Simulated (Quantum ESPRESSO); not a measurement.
Moving the dispersion correction in PbS

The cell as given:

```cif
data_structure
_symmetry_space_group_name_H-M 'Fm-3m'
_symmetry_Int_Tables_number 225
_cell_length_a 5.9315
_cell_length_b 5.9315
_cell_length_c 5.9315
_cell_angle_alpha 90.000
_cell_angle_beta 90.000
_cell_angle_gamma 90.000
_cell_volume 208.69
loop_
_atom_site_label
_atom_site_type_symbol
_atom_site_symmetry_multiplicity
_atom_site_Wyckoff_symbol
_atom_site_fract_x
_atom_site_fract_y
_atom_site_fract_z
_atom_site_occupancy
Pb1 Pb 4 a 0.00000 0.00000 0.00000 1
S1 S 4 b 0.50000 0.00000 0.00000 1
```

Kept alike: task relaxation of cell and atoms; functional PBE; k mesh 8 × 8 × 8; occupations fermi-dirac, width 0.05 eV; no spin polarisation. Program: Quantum ESPRESSO, PseudoDojo 0.4.1 SR PBE standard, cutoff 762 eV. The mesh is that of the run's cell of 2 atoms. No spin-orbit coupling.

| dispersion correction | band gap (eV) | volume (Å³/atom) |
| --- | --- | --- |
| D2 | 0.353 | 25.968 |
| D3(zero) | 0.454 | 26.718 |
| D3(BJ) | 0.388 | 26.216 |
| D3M(BJ) | 0.05 or less | 23.861 |
| none | 0.503 | 27.122 |
| rVV10 | 0.260 | 26.086 |

Stopped at the starting cell, within the stress tolerance: rVV10. Spin-orbit coupling, left out here, moves the band edges of heavy atoms and can close or invert small gaps. Gaps hold for each row's own relaxed cell. The relaxations keep at least the cell's symmetry (Fm-3m). Relaxations stop with a little pressure left, so the last digits of a volume or edge aren't settled. A gap read on the mesh alone can miss an edge between its points.

**Question.** What does the dispersion correction change here?

**Answer.** The band gap runs from 0.05 or less (D3M(BJ)) to 0.503 eV (none). The volume runs from 23.861 (D3M(BJ)) to 27.122 Å³/atom (none). Against no correction: D2 -4.3 %; D3(zero) -1.5 %; D3(BJ) -3.3 %; D3M(BJ) -12.0 %; rVV10 -3.8 %. Dispersion terms mostly attract and so lower the volume; the schemes' coefficients and damping set how far. Measured: 26.15 Å³/atom (pmc:7248792, doi:10.3390/molecules25092097); nearest D3(BJ); rVV10, 0.06 Å³/atom off. The runs are for a static lattice.
